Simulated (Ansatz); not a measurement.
**SiC: pulling the crystal apart**

This session takes SiC and sets out to open the crystal across a (0 0 1) plane.

Computed with Ansatz 0.2.0 (DFT r2SCAN, scalar-relativistic, plane waves, PAW, unless a step's input says otherwise).

## 1. Starting point

It takes space group P6_3mc (No. 186, hexagonal). Conventional cell: a = 3.076 Å, b = 3.076 Å, c = 5.048 Å, α = 90.00°, β = 90.00°, γ = 120.00°. Around Si (site symmetry 3m) lie 4 C at 1.87 to 1.94 Å. Around C (site symmetry 3m) lie 4 Si at 1.87 to 1.94 Å.

Coordinates:

```cif
data_structure
_symmetry_space_group_name_H-M 'P6_3mc'
_symmetry_Int_Tables_number 186
_cell_length_a 3.0760
_cell_length_b 3.0760
_cell_length_c 5.0480
_cell_angle_alpha 90.000
_cell_angle_beta 90.000
_cell_angle_gamma 120.000
_cell_volume 41.36
loop_
_atom_site_label
_atom_site_type_symbol
_atom_site_symmetry_multiplicity
_atom_site_Wyckoff_symbol
_atom_site_fract_x
_atom_site_fract_y
_atom_site_fract_z
_atom_site_occupancy
Si1 Si 2 b 0.33333 0.66667 0.00000 1
C1 C 2 b 0.33333 0.66667 0.61500 1
```

No relaxation comes first: the listed cell is the starting point.

## 2. Zero of energy

The cell is repeated 2 times, 8 atoms in all. Reference values: F = -3565.2277 eV; pressure 0.19 GPa; largest force 0.772 eV/Å; gap on the mesh 2.95 eV. It was computed beforehand with the settings of the runs below.

## 3. The scan: pulling the crystal apart

The cut lies on the cell's a–b face, a (0 0 1) plane of area 8.19 Å², between layers 1.94 Å apart (Si below, C above); the cell is 10.1 Å thick. Vector c is lengthened by d along the normal with the atoms' Cartesian places fixed: one unrelaxed cut per cell.

## 4. d = 1.00 Å

Contents of input.yaml:

```yaml
crystal:
  lattice:
    - [-3.0759982064, 0.0, 0.0]
    - [-1.5379991032, -2.6638925888, 0.0]
    - [0.0, 0.0, 11.096]
  atoms:
    - { symbol: Si, position: [0.3333333333, 0.3333333333, 0.594832372] }
    - { symbol: Si, position: [0.3333333333, 0.3333333333, 0.1398936554] }
    - { symbol: Si, position: [0.6666666667, 0.6666666667, 0.8223017304] }
    - { symbol: Si, position: [0.6666666667, 0.6666666667, 0.3673630137] }
    - { symbol: C, position: [0.3333333333, 0.3333333333, 0.7699837779] }
    - { symbol: C, position: [0.3333333333, 0.3333333333, 0.3150450613] }
    - { symbol: C, position: [0.6666666667, 0.6666666667, 0.087575703] }
    - { symbol: C, position: [0.6666666667, 0.6666666667, 0.5425144196] }
basis:
  ecutwfc: 500
kpoints:
  mp_grid: { grid: [8, 8, 3] }
hamiltonian:
  xc: r2scan
scf:
  occupations: { method: gaussian, width: 0.05 }
output:
  forces: true
  stress: true
  eigenvalues: true
```

The run is started by

```
> ansatz run input.yaml --threads 2 --pin off --max-ram 5120MiB --backend cpu --events-out ev --progress --plain --runs-dir out
```

The session goes on with these runs: d = 3.00 Å; point d = 0.50 Å; At d = 2.00 Å; point d = 6.00 Å; d = -0.30 Å; d = 0.25 Å; d = 1.50 Å; point d = 4.50 Å; point d = 0.75 Å; d = -0.15 Å.

Q: Predict the outcome of this session. Wanted: largest traction sampled.

**Answer**, as computed:

```
                quantity                   value
    energy at d = 6.00 Å               8.66 J/m²
largest traction sampled  52.7 GPa at d = 0.50 Å
```

**Reading.** At the widest gap the traction has died away, so 8.66 J/m² is the unrelaxed work of separation, the sum of the two faces' energies. The traction peaks at 52.7 GPa near 0.50 Å, an estimate of the ideal strength of rigid blocks on this coarse sampling. The gap on the mesh, 2.95 eV at the start, reads zero at d = 3.00. Layers here are held mostly by dispersion, which this level lacks, so their spacing and the stiffness across them are unreliable there.
